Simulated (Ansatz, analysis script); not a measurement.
Entries from a set of simulations; values are calculated unless marked as measured.

Linear Nb chain, spacing 2.521 Å: magnetic anisotropy by several levels. The cell holds 1 atom: 1 Nb. Its edges and angles: a = 12.000 Å, b = 12.000 Å, c = 2.521 Å, α = 90.0°, β = 90.0°, γ = 90.0°. An idealised lattice of chosen spacing, in vacuum. Vacuum lies along a and b. The structure's axis is c. The calculation used PBE, PAW set soft_1; spinors with self-consistent spin–orbit coupling, one run a direction (and 3 further levels or steps) in Ansatz 0.2.0 and analysis script 1, with cutoff 420 eV, 1×1×74 k-mesh, Fermi-Dirac occupations, smearing width 0.1 eV, starting moments 0.76 μB in one of its runs. The easy direction among those tried, spin–orbit part is across, x and across, y (alike) and the hardest less easiest direction, mesh 1x1x74 is 0.441 meV a cell of 1 atom. The orbital moment of Nb no. 1 along its axis, moments across, x is -0.0473 μB. The easy direction among those tried is across, x and across, y, by 0.441 meV a cell against the hardest one tried, on the mesh 1x1x74. All levels agree on the spin–orbit part's easy direction. The size of the anisotropy is not settled between the levels. All of this holds for the ferromagnetic order, the only one run; whether the real compound orders so is not tested. The cell was taken as built, with atoms unrelaxed. In doubt: the program's search for lower states was switched off, so a lower magnetic state than those reached may exist.

[Hosts, paths, dates, database ids (printed as entryN), source tags and the programs' standing remarks are cut or masked in the printed files.]
